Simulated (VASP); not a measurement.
# PtSe2 (P-3m1) in VASP: single point with HSE06

Aim: the single point of PtSe2 with HSE06.

All numbers are computed with VASP 6.6.1; they aren't measurements. Logs are shortened: lines on timing, memory, paths and dates and some standing lists are left out, and cuts for length are marked.

## Step 1: The structure

It takes space group P-3m1 (No. 164, trigonal). The conventional cell has a = 3.724 Å, b = 3.724 Å, c = 5.062 Å, α = 90.00°, β = 90.00°, γ = 120.00°. Around Pt (site symmetry -3m) lie 6 Se at 2.49 Å. Around Se (site symmetry 3m) lie 3 Pt at 2.49 Å.

## Step 2: Single point, HSE06, collinear spin, antiferromagnetic start

POSCAR

```
PtSe2
1.0
    3.7240002900      0.0000000000      0.0000000000
   -1.8620001500      3.2250788600      5.0619995800
    0.0000000000      0.0000000000     10.1239991600
Pt Se
2 4
Direct
    0.0000000000      0.0000000000      0.0000000000
    0.0000000000      0.0000000000      0.5000000000
    0.3333333333      0.6666666667      0.7916666667
    0.6666666667      0.3333333333      0.2083333334
    0.3333333333      0.6666666667      0.2916666666
    0.6666666667      0.3333333333      0.7083333334
```

INCAR.step1

```
SYSTEM = PtSe2
PREC = Accurate
ENCUT = 450
EDIFF = 1E-5
ISMEAR = 0
SIGMA = 0.05
LREAL = .FALSE.
LASPH = .TRUE.
NELM = 60
ALGO = Normal
ISIF = 2
LWAVE = .TRUE.
LCHARG = .FALSE.
ISPIN = 2
MAGMOM = 0.5 -0.5 0 0 0 0
LORBIT = 11
LMAXMIX = 4
GGA = PE
```

INCAR.step2

```
SYSTEM = PtSe2
PREC = Accurate
ENCUT = 450
EDIFF = 1E-6
ISMEAR = 0
SIGMA = 0.05
LREAL = .FALSE.
LASPH = .TRUE.
NELM = 60
ALGO = Normal
ISIF = 2
LWAVE = .FALSE.
LCHARG = .FALSE.
ISPIN = 2
MAGMOM = 0.5 -0.5 0 0 0 0
LORBIT = 11
LMAXMIX = 4
GGA = PE
LHFCALC = .TRUE.
HFSCREEN = 0.2
PRECFOCK = Fast
ISTART = 1
```

KPOINTS

```
regular mesh
0
G
  3 3 2
  0 0 0
```

Potentials or basis: VASP PAW PBE potentials, release 64 (Pt, Se).

Run with:

```sh
$ cat potpaw_PBE.64/Pt/POTCAR potpaw_PBE.64/Se/POTCAR > POTCAR
$ cp INCAR.step1 INCAR
$ mpirun -np 1 vasp_std > vasp.out
$ cp INCAR.step2 INCAR
$ mpirun -np 1 vasp_std > vasp.out
```

OUTCAR:

```text
SYSTEM = PtSe2
   PREC = Accurate
   ENCUT = 450
   EDIFF = 1E-6
   ISMEAR = 0
   LREAL = .FALSE.
   LASPH = .TRUE.
   NELM = 60
   ISIF = 2
   ISPIN = 2
   LORBIT = 11
   GGA = PE
   LHFCALC = .TRUE.
   HFSCREEN = 0.2
   PRECFOCK = Fast
   ISTART = 1

 ion  position               nearest neighbor table
   1  0.000  0.000  0.000-   6 2.49   5 2.49   6 2.49   5 2.49   4 2.49   3 2.49
   2  0.000  0.000  0.500-   4 2.49   3 2.49   4 2.49   3 2.49   6 2.49   5 2.49
   3  0.333  0.667  0.792-   2 2.49   2 2.49   1 2.49
   4  0.667  0.333  0.208-   2 2.49   2 2.49   1 2.49
   5  0.333  0.667  0.292-   1 2.49   1 2.49   2 2.49
   6  0.667  0.333  0.708-   1 2.49   1 2.49   2 2.49

  LATTYP: Found a body centered orthorhombic cell.
 ALAT       =     3.7240002900
 B/A-ratio  =     1.7320508103
 C/A-ratio  =     2.7185817324

  Lattice vectors:

 A1 = (   1.8620001400,   3.2250788600,  -5.0619995800)
 A2 = (  -1.8620001400,  -3.2250788600,  -5.0619995800)
 A3 = (  -1.8620001500,   3.2250788600,   5.0619995800)

Analysis of symmetry for initial positions (statically):
=====================================================================
 Subroutine PRICEL returns following result:

  LATTYP: Found a hexagonal cell.
 ALAT       =     3.7240002920
 C/A-ratio  =     1.3592908655
[... 12 lines left out ...]
 Subroutine GETGRP returns: Found  4 space group operations
 (whereof  4 operations were pure point group operations)
 out of a pool of  8 trial point group operations.

The static configuration has the point symmetry C_2h.

Analysis of symmetry for dynamics (positions and initial velocities):
=====================================================================
 Subroutine PRICEL returns following result:

  LATTYP: Found a hexagonal cell.
 ALAT       =     3.7240002920
 C/A-ratio  =     1.3592908655
[... 12 lines left out ...]
 Subroutine GETGRP returns: Found  4 space group operations
 (whereof  4 operations were pure point group operations)
 out of a pool of  8 trial point group operations.

The dynamic configuration has the point symmetry C_2h.

Analysis of structural, dynamic, and magnetic symmetry:
=====================================================================
 Subroutine PRICEL returns following result:

  LATTYP: Found a hexagonal cell.
 ALAT       =     3.7240002920
 C/A-ratio  =     1.3592908655
[... 12 lines left out ...]
 Subroutine GETGRP returns: Found  4 space group operations
 (whereof  4 operations were pure point group operations)
 out of a pool of  8 trial point group operations.

The overall configuration has the point symmetry C_2h.

 Subroutine INISYM returns: Found  4 space group operations
 (whereof  4 operations are pure point group operations),
 and found     2 'primitive' translations

----------------------------------------------------------------------------------------

                                     Primitive cell

  volume of cell :      60.7956

  direct lattice vectors                    reciprocal lattice vectors
    -1.862000140 -3.225078860  0.000000000     0.000000000 -0.310069937  0.000000000
     3.724000290  0.000000000  0.000000000     0.268528443 -0.155034968  0.000000000
     0.000000000  0.000000000  5.061999580     0.000000000  0.000000000  0.197550392

  length of vectors
     3.724000292  3.724000290  5.061999580     0.310069937  0.310069937  0.197550392

  position of ions in fractional coordinates (direct lattice)
     0.000000000  0.000000000  0.000000000
     0.333333333  0.666666667  0.250000000
     0.666666667  0.333333333  0.750000000

  ion indices of the primitive-cell ions
   primitive index   ion index
                 1           1
                 2           3
                 3           4

----------------------------------------------------------------------------------------

 KPOINTS: regular mesh

Automatic generation of k-mesh.
 Grid dimensions read from file:
 generate k-points for:    3    3    2

 Generating k-lattice:

  Cartesian coordinates                     Fractional coordinates (reciprocal lattice)
     0.089509481  0.051678323  0.000000000     0.333333333  0.000000000  0.000000000
     0.000000000  0.103356646  0.000000000     0.000000000  0.333333333  0.000000000
     0.000000000 -0.077517484  0.049387598     0.000000000  0.000000000  0.500000000

  Length of vectors
     0.103356646  0.103356646  0.091913520

  Shift w.r.t. Gamma in fractional coordinates (k-lattice)
     0.000000000  0.000000000  0.000000000
[... 13 lines left out ...]
|        The reciprocal lattice is face-centered orthorhombic,                |
|        whereas your k-lattice is base-centered monoclinic.                  |
|                                                                             |
|     Results are often still useful ...                                      |
|                                                                             |
 -----------------------------------------------------------------------------

 WARNING: IBZKPT: internal override: KBLOWUP is changed to .FALSE.
      ... skipping the blow-up phase ...

 Subroutine IBZKPT returns following result:
 ===========================================

 Found      8 irreducible k-points:

 Following reciprocal coordinates:
            Coordinates               Weight
  0.000000  0.000000  0.000000      1.000000
  0.333333  0.000000  0.000000      4.000000
  0.000000  0.333333  0.000000      2.000000
  0.333333  0.333333  0.000000      2.000000
  0.000000  0.000000  0.500000      1.000000
  0.333333  0.000000  0.500000      4.000000
  0.000000  0.333333  0.500000      2.000000
  0.333333  0.333333  0.500000      2.000000
   k-points           NKPTS =      8   k-points in BZ     NKDIM =     18   number of bands    NBANDS=     26
   number of dos      NEDOS =    301   number of ions     NIONS =      6
   total plane-waves  NPLWV =  94080
   dimension x,y,z NGX =    28 NGY =   48 NGZ =   70
   dimension x,y,z NGXF=    56 NGYF=   96 NGZF=  140
   ions per type =               2   4
   NGX,Y,Z   is equivalent  to a cutoff of  12.50, 12.70, 11.49 a.u.
   NGXF,Y,Z  is equivalent  to a cutoff of  25.00, 25.40, 22.99 a.u.
 SYSTEM =  PtSe2
   PREC   = accura    normal or accurate (medium, high low for compatibility)
   ISTART =      1    job   : 0-new  1-cont  2-samecut
   ICHARG =      0    charge: 1-file 2-atom 10-const
   ISPIN  =      2    spin polarized calculation?
   LNONCOLLINEAR =      F non collinear calculations
   LSORBIT =      F    spin-orbit coupling
   LASPH  =      T    aspherical Exc in radial PAW
   ENCUT  =  450.0 eV  33.07 Ry    5.75 a.u.   6.44 10.87 17.51*2*pi/ulx,y,z
   NELM   =     60;   NELMIN=  2; NELMDL=  0     # of ELM steps
   EDIFF  = 0.1E-05   stopping-criterion for ELM
   LREAL  =      F    real-space projection
   EDIFFG = 0.1E-04   stopping-criterion for IOM
   NSW    =      0    number of steps for IOM
   IBRION =     -1    ionic relax: 0-MD 1-quasi-New 2-CG
   NFREE  =      0    steps in history (QN), initial steepest desc. (CG)
   ISIF   =      2    stress and relaxation
   ISYM   =      3    0-nonsym 1-usesym 2-fastsym
   POTIM  = 0.5000    time-step for ionic-motion
   TEBEG  =    0.0;   TEEND  =   0.0 temperature during run
   PSTRESS=    0.0 pullay stress
   NELECT =      44.0000    total number of electrons
   NUPDOWN=      -1.0000    fix difference up-down
   EMIN   =  10.00;   EMAX   =-10.00  energy-range for DOS
   EFERMI =   0.00;   METHOD = LEGACY
   ISMEAR =     0;   SIGMA  =   0.05  broadening in eV -4-tet -1-fermi 0-gaus
   EFERMI_NEDOS =   21; number of points for ismear=-14 and -15
   IALGO  =     38    algorithm
   IMIX   =      1    mixing-type and parameters
     AMIX     =   0.40;   BMIX     =  1.00
     AMIX_MAG =   1.60;   BMIX_MAG =  1.00
  volume/ion in A,a.u.               =      20.27       136.76
  Fermi-wavevector in a.u.,A,eV,Ry     =   1.166608  2.204570 18.517183  1.360975
  Thomas-Fermi vector in A             =   2.303119
   LORBIT       =     11    0 simple, 1 ext, 2 COOP (PROOUT), +10 PAW based schemes
   GGA     = PE    functional components
   LHFCALC =     T    Hartree Fock is set to
   PRECFOCK=fast      Normal, Fast or Accurate (Low or Medium for compatibility)
   ENCUT4O =  -1.0   cutoff for four orbital integrals eV
   NKREDX  =     1    reduce k-point grid by
   NKREDY  =     1    reduce k-point grid by
   NKREDZ  =     1    reduce k-point grid by
   AEXX    =    0.2500 exact exchange contribution
   HFSCREEN=    0.2000 screening length (either q_TF or 0.3 A-1)
   HFSCREENC=   0.2000 screening length for correlation (either q_TF or 0.3 A-1)
   ENCUTFOCK=  -1.0 apply spherical cutoff to Coloumb kernel
   IVDW    =     0    specifies the selected vdW correction
   LEPSILON=     F    determine dielectric tensor
   LRPA    =     F    only Hartree local field effects (RPA)
 spin polarized calculation
 Gauss-broadening in eV      SIGMA  =   0.05
  energy-cutoff  :      450.00
  volume of cell :      121.59
 maximum number of plane-waves:      2655
 NGX is ok and might be reduce to    28
  NGX = 14; NGY = 24; NGZ = 40

 number of electron      43.9999999 magnetization      -0.0000933

 Free energy of the ion-electron system (eV)
  ---------------------------------------------------
  ext. energy  EPLUGINS =         0.00000000
  ---------------------------------------------------
  free energy    TOTEN  =       -34.58775705 eV

  energy without entropy =      -34.58151796  energy(sigma->0) =      -34.58463751

 E-fermi :   6.5754     XC(G=0):  -8.7746

 val. band max:        5.8266728649   @ k =   0.0000   0.3333   0.5000
 cond. band min:       6.6028023970   @ k =   0.3333   0.3333   0.0000
 fundamental gap:      0.7761295322
 Fermi energy:         6.5753625736

 spin component 1

 k-point     1 :       0.0000    0.0000    0.0000
  band No.  band energies     occupation
      1     -11.1410      1.00000
      2      -9.2294      1.00000
      3      -8.7239      1.00000
      4      -7.9820      1.00000
      5      -2.4499      1.00000
      6      -1.9775      1.00000
[... 221 lines left out ...]
     25       8.8142      0.00000
     26       8.8142      0.00000
 Fermi energy:         6.5753625736

 spin component 2

 k-point     1 :       0.0000    0.0000    0.0000
  band No.  band energies     occupation
      1     -11.1410      1.00000
      2      -9.2294      1.00000
      3      -8.7239      1.00000
      4      -7.9821      1.00000
      5      -2.4499      1.00000
      6      -1.9775      1.00000
[... 221 lines left out ...]
     25       8.8142      0.00000
     26       8.8142      0.00000

------------------------ aborting loop because EDIFF is reached ----------------------------------------

  FORCE on cell =-STRESS in cart. coord.  units (eV):
  Direction    XX          YY          ZZ          XY          YZ          ZX
  --------------------------------------------------------------------------------------
  -------------------------------------------------------------------------------------
  Total        1.4691569      1.8583344      1.7714937     -0.0000000      0.0406440     -0.0000000
  in kB       19.3587192     24.4868146     23.3425372     -0.0000000      0.5355559     -0.0000000
  external PRESSURE =      22.3960237 kB  Pullay stress =       0.0000000 kB

 VOLUME and BASIS-vectors are now :
 -----------------------------------------------------------------------------
  energy-cutoff  :      450.00
  volume of cell :      121.59
      direct lattice vectors                 reciprocal lattice vectors
     3.724000290  0.000000000  0.000000000     0.268528443  0.155034969  0.000000000
    -1.862000150  3.225078860  5.061999580     0.000000000  0.310069937  0.000000000
     0.000000000  0.000000000 10.123999160     0.000000000 -0.155034969  0.098775196

 POSITION                                       TOTAL-FORCE (eV/Angst)
 -----------------------------------------------------------------------------------
      0.00000      0.00000      0.00000         0.000000     -0.000000      0.000000
      0.00000      0.00000      5.06200         0.000000     -0.000000      0.000000
     -0.00000      2.15005     11.38950         0.000000     -0.013717      0.041649
      1.86200      1.07503      3.79650        -0.000000      0.013717     -0.041649
     -0.00000      2.15005      6.32750         0.000000     -0.013717      0.041649
      1.86200      1.07503      8.85850        -0.000000      0.013717     -0.041649
 -----------------------------------------------------------------------------------
    total drift:                                0.000001     -0.000001     -0.000002

  FREE ENERGIE OF THE ION-ELECTRON SYSTEM (eV)
  ---------------------------------------------------
  free  energy   TOTEN  =       -34.5877570503 eV

  energy  without entropy=      -34.5815179617  energy(sigma->0) =      -34.58463751

 total charge

# of ion       s       p       d       tot
------------------------------------------
    1        0.726   0.744   8.058   9.528
    2        0.726   0.744   8.058   9.528
    3        1.496   2.277   0.069   3.843
    4        1.496   2.277   0.069   3.843
    5        1.496   2.277   0.069   3.843
    6        1.496   2.277   0.069   3.843
--------------------------------------------------
tot          7.438  10.597  16.391  34.426

 magnetization (x)

# of ion       s       p       d       tot
------------------------------------------
    1       -0.000   0.000   0.000   0.000
    2        0.000  -0.000  -0.000  -0.000
    3        0.000   0.000   0.000   0.000
    4        0.000   0.000   0.000   0.000
    5       -0.000  -0.000  -0.000  -0.000
    6       -0.000  -0.000  -0.000  -0.000
--------------------------------------------------
tot          0.000   0.000   0.000   0.000
```

Run time: 14 min. Hardware: 1 thread of Intel Xeon 6975P-C (Granite Rapids), shared host; peak memory 0.47 GiB.

What came out:

```
Free energy                                           : -34.5878 eV
Pressure                                              : 2.2 GPa
Largest force                                         : 0.044 eV/Å
Band gap on the k mesh                                : none (metal or under the smearing width)
Net moment                                            : 0.00 μB per cell
Valence electrons inside the program's atomic spheres : Pt 9.53; Se 3.84
```

Forces on the atoms (eV/Å):
```
Pt   0.000  0.000  0.000
Pt   0.000  0.000  0.000
Se   0.000 -0.014  0.042
Se   0.000  0.014 -0.042
Se   0.000 -0.014  0.042
Se   0.000  0.014 -0.042
```

Caveat: the k mesh is coarse (spacing up to 0.65 Å⁻¹), so the values aren't converged, least of all with exact exchange; the PAW data sets were made with another functional, which shifts forces and pressure a little.
